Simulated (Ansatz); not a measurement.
# ZrB$_{2}$: pressure against volume

ZrB$_{2}$, P6/mmm, a = 3.171 Å, c = 3.542 Å. The structure is a COD entry; whether it is the stable form wasn't checked. Ansatz: PBE, PAW, 420 eV, Γ-centred 18×18×12 mesh on 3 atoms, Gaussian smearing 0.10 eV; no spin polarisation. Shape and atoms are relaxed at each volume; pressure is positive in compression.

| V (Å³/atom) | P (GPa) |
| --- | --- |
| 9.666 | 16.60 |
| 9.975 | 7.67 |
| 10.283 | -0.02 |
| 10.592 | -6.65 |
| 10.900 | ? |

Problem. Take V0 = 10.283 Å³/atom, count pressures from its P0 = -0.02 GPa, fit the third-order Birch–Murnaghan form to the other rows, and predict the missing pressure.

Solution. With the Eulerian strain f = ½[(V0/V)^(2/3) − 1] and y = (P − P0)/[3f(1 + 2f)^(5/2)], the form is the line y = B0 + 1.5 B0 (B0′ − 4) f. Rows (f, y): 0.02106, 237.3; 0.01024, 238.0; -0.00977, 237.6. Means f = 0.007177, y = 237.63; Σ(Δf)² = 0.0004893, ΣΔfΔy = -0.002940; the slope is their ratio. y = 237.7 − 6.008 f GPa, so B0 = 237.7 GPa and B0′ = 4 + 2 × (-6.008)/(3 × 237.7) = 3.98. At V = 10.900, f = -0.01905, y = 237.81 and P = -12.35 GPa. The run gave -12.37 GPa, so the fit is 0.02 GPa too high, within twice the rms miss on the fitted rows (0.01 GPa). The form still works here, 33 % of the fitted range beyond its end.